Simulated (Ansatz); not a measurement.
**Mg3Sb2: projected density of states with RPBE**

Crystal: Mg3Sb2.

```
Sb Mg
1.0
     4.58200    0.00000    0.00000
    -2.29100    3.96813    0.00000
     0.00000    0.00000    7.24400
Sb Mg
2 3
Direct
  0.66667 0.33333 0.76500
  0.33333 0.66667 0.23500
  0.00000 0.00000 0.00000
  0.66667 0.33333 0.37000
  0.33333 0.66667 0.63000
```

* Program: Ansatz 0.2.0
* Task: projected density of states
* Functional: RPBE
* Potentials or basis: Ansatz PAW
* Cutoff: 420 eV (not typed: the program's choice for these potentials)
* k mesh: 7 × 7 × 4
* Occupations: fermi-dirac, width 0.05 eV
* Spin: no spin polarisation

```yaml
Pressure: 2.2 GPa
Largest_force: 0.525 eV/Å
Band_gap_on_the_k_mesh: 0.43 eV, indirect (least direct gap 1.27 eV)
```

Forces in eV/Å, atoms in the order of the input:
```
Sb   0.000  0.000  0.525
Sb   0.000  0.000 -0.525
Mg   0.000  0.000  0.000
Mg   0.000  0.000 -0.165
Mg   0.000  0.000  0.165
```

Stress tensor (GPa, compression positive):
```
1.98 0.00 0.00
0.00 1.98 0.00
0.00 0.00 2.60
```

Levels at points of the mesh, in eV from the valence-band top:
```
            k point  band 28  band 29  band 30  band 31  band 32  band 33
 (0.00, 0.00, 0.00)    -0.32    -0.32     0.00     1.27     1.42     3.18
(0.00, 0.00, -0.50)    -0.77    -0.60    -0.60     1.93     2.05     2.87
```

States per cell in windows of 1 eV (zero at the valence-band top; states under -8 eV left out):
```csv
from (eV),total,Sb 5p,Mg 3s,Sb 5s
-8.0,0.00,0.00,0.00,0.00
-7.0,0.00,0.00,0.00,0.00
-6.0,0.00,0.00,0.00,0.00
-5.0,1.90,1.29,0.53,0.06
-4.0,2.30,1.62,0.48,0.16
-3.0,2.57,2.10,0.26,0.09
-2.0,3.67,3.23,0.17,0.04
-1.0,1.55,1.44,0.02,0.01
0.0,0.47,0.07,0.29,0.02
1.0,1.90,0.27,0.82,0.06
2.0,2.96,0.33,0.72,0.10
3.0,3.50,0.33,0.49,0.05
4.0,3.23,0.28,0.39,0.04
5.0,3.56,0.26,0.37,0.03
6.0,3.20,0.16,0.23,0.02
7.0,3.51,0.15,0.19,0.01
```

Run time: 16 s on 2 threads of Arm Neoverse V2, on a shared host, peak memory 0.53 GiB.

Caveat: odd divisions of the mesh miss points on the zone boundary, where band edges often lie, so the gap on the mesh can be too wide; spin-orbit coupling is left out, which moves the levels of the heavy elements; the PAW data sets come from PBE, with cores solved anew for the run's functional, which leaves a small shift of forces and pressure; the density of states is complete only up to the lowest level of the last band computed. A k mesh can miss the band edges.
